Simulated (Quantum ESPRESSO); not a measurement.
Crystal: Pd.

```
Pd
1.0
     0.00000    1.94650    1.94650
     1.94650    0.00000    1.94650
     1.94650    1.94650    0.00000
Pd
1
Direct
  0.00000 0.00000 0.00000
```

```yaml
Program: Quantum ESPRESSO 7.5
Task: phonons
Functional: PBE
Potentials_or_basis: SSSP 1.3 efficiency PBE
Cutoff: 816 eV
Density_cutoff: 3265 eV
k_mesh: 8 × 8 × 8, shifted
Occupations: cold, width 0.136 eV
Spin: no spin polarisation
Mixing_beta: 0.5
Most_SCF_iterations: 120
SCF_threshold: 2e-10 Ry
```

The cell and the atoms were relaxed first, to 15.30 Å³/atom (a = 2.787 Å, b = 2.787 Å, c = 2.787 Å, α = 60.00°, β = 60.00°, γ = 60.00°), and the response was taken there.

At K the frequencies are 132 169 191 cm⁻¹, at a pressure of 0.0 GPa.

Q: How do the modes respond when the cell is scaled evenly, at fixed shape?

A: The highest mode has a Grüneisen parameter of 2.53 and moves by +2.8 cm⁻¹ per GPa. None of the listed modes softens on compression. The pressures give a bulk modulus of about 170 GPa.

Frequencies at 99 % and 101 % of the volume (pressures 1.8 and -1.6 GPa), ions relaxed:
```
mode  99 % (cm⁻¹)  101 % (cm⁻¹)  Grüneisen parameter
   1        135.0         129.2                 2.19
   2        173.8         165.2                 2.53
   3        196.2         186.5                 2.53
```

Modes are matched by their order; those that don't vary smoothly over the three volumes are left out.

Caveat: the k mesh is coarse; the mesh is thin for the phonons of a metal.
